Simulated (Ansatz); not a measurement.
Take a crystal in which Pb has been replaced by Sn on all its sites, with the cell rescaled by a rough guess (in some cases also distorted within its space group) and nothing relaxed:

```cif
data_structure
_symmetry_space_group_name_H-M 'P 1'
_symmetry_Int_Tables_number 1
_cell_length_a 3.2651
_cell_length_b 3.2651
_cell_length_c 6.2633
_cell_angle_alpha 105.808
_cell_angle_beta 105.808
_cell_angle_gamma 55.996
_cell_volume 52.66
loop_
_atom_site_label
_atom_site_type_symbol
_atom_site_fract_x
_atom_site_fract_y
_atom_site_fract_z
_atom_site_occupancy
Sn1 Sn 0.12582 0.12582 0.26047 1
Sn2 Sn 0.87418 0.87418 0.73953 1
```

Theory: DFT PBEsol, scalar-relativistic, plane waves, PAW in Ansatz 0.2.0.

Plane waves to 420 eV, a k mesh through Γ of 16×16×8 on the computed 2-atom cell and Gaussian smearing (0.10 eV); no spin polarisation.

Task: What pressure does the cell carry?

Result: The pressure is 1.9 GPa (positive in compression), so the cell would expand.

Task: Is it a metal on this mesh?

Result: Yes, a band crosses the Fermi level.

This form isn't the element's structure at ambient conditions.